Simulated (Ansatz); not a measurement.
Crystal: Si.

```
Si
1.0
     2.62054    0.00000    0.00000
    -1.31027    2.26946    0.00000
     0.00000    0.00000    2.46635
Si
1
Direct
  0.00000 0.00000 0.00000
```

This isn't the form of Si at room conditions, which is diamond.

- Program: Ansatz 0.2.0
- Task: relaxation of cell and atoms
- Functional: PBEsol
- Dispersion: D3(BJ)
- Potentials or basis: Ansatz PAW
- Cutoff: 420 eV (not typed: the program's choice for these potentials)
- k mesh: 12 × 12 × 11
- Occupations: fermi-dirac, width 0.05 eV
- Spin: no spin polarisation

At the start: volume 14.67 Å³/atom.

Problem. How do energy, volume and symmetry change on relaxing?

Solution. It ends after 5 steps and the volume is 14.22 Å³/atom (-3.1 %); space group P6/mmm (No. 191, to 0.05 Å).

The path:
| step | energy change (eV) | largest force (eV/Å) | volume (Å³) |
| --- | --- | --- | --- |
| 1 | 0.0000 | 0.0000 | 14.67 |
| 2 | -0.0069 | 0.0000 | 14.31 |
| 3 | -0.0072 | 0.0000 | 14.21 |
| 4 | -0.0072 | 0.0000 | 14.22 |
| 5 | -0.0072 | 0.0000 | 14.22 |

Final structure:
```
CELL_PARAMETERS angstrom
2.58182 0.00000 0.00000
-1.29091 2.23592 0.00000
0.00000 0.00000 2.46266
ATOMIC_POSITIONS crystal
Si 0.00000 0.00000 0.00000
```

Caveat: the plane-wave basis is chosen anew once the cell has moved, so the energies of steps on either side of that aren't comparable; pairwise dispersion overbinds metals, which lowers pressure and volume; the PAW data sets come from PBE, with cores solved anew for the run's functional, which leaves a small shift of forces and pressure.
